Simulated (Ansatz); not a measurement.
Crystal: BP.

```
P B
1.0
     0.00000    2.26900    2.26900
     2.26900    0.00000    2.26900
     2.26900    2.26900    0.00000
P B
1 1
Cartesian
  1.1345 1.1345 1.1345
  0.0000 0.0000 0.0000
```

Program: Ansatz 0.2.0. Alike in all runs: cell as given.

Task: Order these runs on this cell by their band gap on the k mesh, lowest first.
A. level LC-wPBE; potentials or basis Ansatz PAW; spin off; k mesh 6 × 6 × 6; cutoff (eV) 420; smearing methfessel-paxton 0.05 eV; mesh quality not flagged
B. level wPBEh; potentials or basis Ansatz PAW earlier set; spin off; k mesh 5 × 5 × 5; cutoff (eV) 710; smearing gaussian 0.1 eV; driver chain; mesh quality coarse
C. level HSE03; potentials or basis Ansatz PAW; spin collinear, ferromagnetic start; k mesh 6 × 6 × 6; cutoff (eV) 420; smearing gaussian 0.05 eV; driver chain; mesh quality not flagged

Result: C (1.88 eV), B (2.03 eV), A (6.71 eV).

Caveats: some runs use coarse meshes; odd divisions of the mesh miss points on the zone boundary, where band edges often lie, so the gap on the mesh can be too wide (some runs).

A k mesh can miss the band edges.

Not every run made on this cell is shown here.
